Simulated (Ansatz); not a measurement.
# I: the cost of one run

Computed with Ansatz 0.2.0 (DFT PBE, scalar-relativistic, plane waves, PAW, unless a step's input says otherwise).

### 1 The system as given

Symmetry: Cmce, No. 64, orthorhombic system. Conventional cell: a = 7.255 Å, b = 4.795 Å, c = 9.780 Å, α = 90.00°, β = 90.00°, γ = 90.00°. I (site symmetry m) has 1 I at 2.70 Å as nearest neighbours.

As a file:

```
CELL_PARAMETERS angstrom
3.62750 -2.39750 0.00000
3.62750 2.39750 0.00000
0.00000 0.00000 9.78000
ATOMIC_POSITIONS crystal
I 0.85000 0.15000 0.11700
I 0.65000 0.35000 0.61700
I 0.15000 0.85000 0.88300
I 0.35000 0.65000 0.38300
```

This is candidate A: structure reported for this formula (Cmce, No. 64).

(A quick probe on a coarse mesh, which set the mesh and smearing, is not shown.)

### 3 Coarse relaxation (candidate A)

The input, input.yaml:

```yaml
crystal:
  lattice:
    - [3.6275, -2.3975, 0.0]
    - [3.6275, 2.3975, 0.0]
    - [0.0, 0.0, 9.78]
  atoms:
    - { symbol: I, position: [0.85, 0.15, 0.117] }
    - { symbol: I, position: [0.65, 0.35, 0.617] }
    - { symbol: I, position: [0.15, 0.85, 0.883] }
    - { symbol: I, position: [0.35, 0.65, 0.383] }
basis:
  ecutwfc: 420
kpoints:
  mp_grid: { grid: [4, 4, 2] }
hamiltonian:
  xc: pbe
scf:
  occupations: { method: gaussian, width: 0.1 }
  lower_state_search: "off"
output:
  forces: true
  stress: true
  eigenvalues: true
relax:
  adjacent_minimum: "off"
  f_tol: 0.04
  max_steps: 70
  cell: { stress_tol: 0.4 }
```

What time and memory should one allow on 1 thread of an x86-64 CPU, shared host?

About 27 s, with a peak of 0.54 GiB.
